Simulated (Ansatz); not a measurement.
**Computed properties of N**

```
N
1.0
     3.62900    0.00000    0.00000
    -1.81450    3.14281    0.00000
     0.00000    0.00000    5.89000
N
2
Cartesian
  0.0000 2.0952 1.4725
  1.8145 1.0476 4.4175
```

Atoms are numbered in the order listed.

The geometry is COD entry 1539196, unchecked; take it as a test cell.

Method: Ansatz 0.2.0, DFT, PBEsol, all-electron LAPW, scalar-relativistic.

Numerical set-up: a Γ-centred 10×10×5 k mesh, Fermi–Dirac smearing of 0.02 eV, basis error target 0.5 meV/atom, no spin polarisation.

- Density of states at the Fermi level (0.2 eV bin): 10.49 states/eV per cell
- Volume per atom: 33.59 Å³

Question: Give the computed value. Pressure at this cell.

Answer: -7.72 GPa.

Question: Band gap: what does the calculation give?

Answer: none: bands cross the Fermi level, a metal.
